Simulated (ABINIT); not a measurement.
The system is InAs.

```
In As
1.0
     0.00000    3.01800    3.01800
     3.01800    0.00000    3.01800
     3.01800    3.01800    0.00000
In As
1 1
Direct
  0.00000 0.00000 0.00000
  0.75000 0.75000 0.75000
```

Base run:

```yaml
Program: ABINIT 10.8.3 (patched build)
Functional: PBEsol
Potentials_or_basis: PseudoDojo NC SR PBEsol v0.4.1 standard
Cutoff: 1143 eV
k_mesh: 6 × 6 × 6
Occupations: fermi-dirac, width 0.05 eV
Spin: no spin polarisation
```

Its results: pressure 1.7 GPa.

Problem. After a change of settings the same cell gave: pressure 0.9 GPa. Which change was it?
A. functional from PBEsol to PBE; potentials or basis from PseudoDojo NC SR PBEsol v0.4.1 standard to PseudoDojo NC SR PBE v0.4.1 standard
B. functional from PBEsol to PBE; potentials or basis from PseudoDojo NC SR PBEsol v0.4.1 standard to PseudoDojo NC SR PBE v0.4.1 standard; cutoff from 1143 eV to 1088 eV
C. cutoff from 1143 eV to 1034 eV; k mesh from 6 × 6 × 6 to 6 × 6 × 6, with 4 shifts

Solution. C.

Not every run made on this cell is shown here.
